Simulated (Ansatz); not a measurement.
Li2S (started from an entry of an open crystallographic database), relaxed with r2SCAN: the symmetry is Fm-3m (No. 225, cubic); a = 5.691 Å in the conventional setting, 15.36 Å³ an atom. Li has 4 S at 2.46 Å; S has 8 Li at 2.46 Å. One-shot G0W0@PBE in Ansatz 0.2.0 on a 6×6×6 mesh (contour deformation, no spin-orbit coupling), from a PBE gap of 3.388 eV over the mesh points (the G0W0 gap is indirect on the mesh); the number N of bands summed and the screening cutoff rise together. Calculated for a static, non-magnetic cell.

```
  N  cutoff (eV)  1000/N  G0W0 gap (eV)
110          100   9.091          4.882
258          180   3.876          5.047
```

Problem. Lay a straight line in 1000/N through these rows.

Solution. The slope is -0.0316 eV per unit of 1000/N and the intercept 5.170 eV.

Problem. Predict the gap at N = 496 (260 eV).

Solution. 5.170 + (-0.0316) × 2.016 = 5.106 eV; the run gives 5.108 eV, +0.002 eV from the line.

Problem. With that run's result added, what limit do the last two rows suggest?

Solution. Their slope is (5.108 − 5.047)/(2.016 − 3.876) = -0.0328, which meets 1/N = 0 at 5.17 eV, against 5.170 eV from the first line. The two lines nearly agree; the k mesh isn't extrapolated.
